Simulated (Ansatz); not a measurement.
Crystal: Ti.

```
CELL_PARAMETERS angstrom
2.95000 0.00000 0.00000
-1.47500 2.55477 0.00000
0.00000 0.00000 4.68000
ATOMIC_POSITIONS crystal
Ti 0.66667 0.33333 0.75000
Ti 0.33333 0.66667 0.25000
```

| Item | Value |
| --- | --- |
| Program | Ansatz 0.2.0 |
| Task | relaxation of cell and atoms |
| Functional | PBEsol |
| Dispersion | D4 |
| Potentials or basis | Ansatz PAW |
| Cutoff | 420 eV (not typed: the program's choice for these potentials) |
| k mesh | 10 × 10 × 6 |
| Occupations | fermi-dirac, width 0.05 eV |
| Spin | no spin polarisation |

At the start: volume 17.64 Å³/atom.

Problem. Where does the relaxation end?

Solution. It ends after 6 steps and the volume is 16.57 Å³/atom (-6.1 %); space group P6_3/mmc (No. 194, to 0.05 Å).

Step by step:
| step | energy change (eV) | largest force (eV/Å) | volume (Å³) |
| --- | --- | --- | --- |
| 1 | 0.0000 | 0.0000 | 35.27 |
| 2 | -0.0467 | 0.0000 | 33.33 |
| 3 | -0.0472 | 0.0000 | 33.12 |
| 4 | -0.0472 | 0.0000 | 33.13 |
| 5 | -0.0472 | 0.0000 | 33.14 |
| 6 | -0.0471 | 0.0000 | 33.14 |

Final structure:
```
Ti
1.0
     2.89508    0.00000    0.00000
    -1.44754    2.50721    0.00000
     0.00000    0.00000    4.56511
Ti
2
Direct
  0.66667 0.33333 0.75000
  0.33333 0.66667 0.25000
```

Caveat: the plane-wave basis is chosen anew once the cell has moved, so the energies of steps on either side of that aren't comparable; the PAW data sets come from PBE, with cores solved anew for the run's functional, which leaves a small shift of forces and pressure.
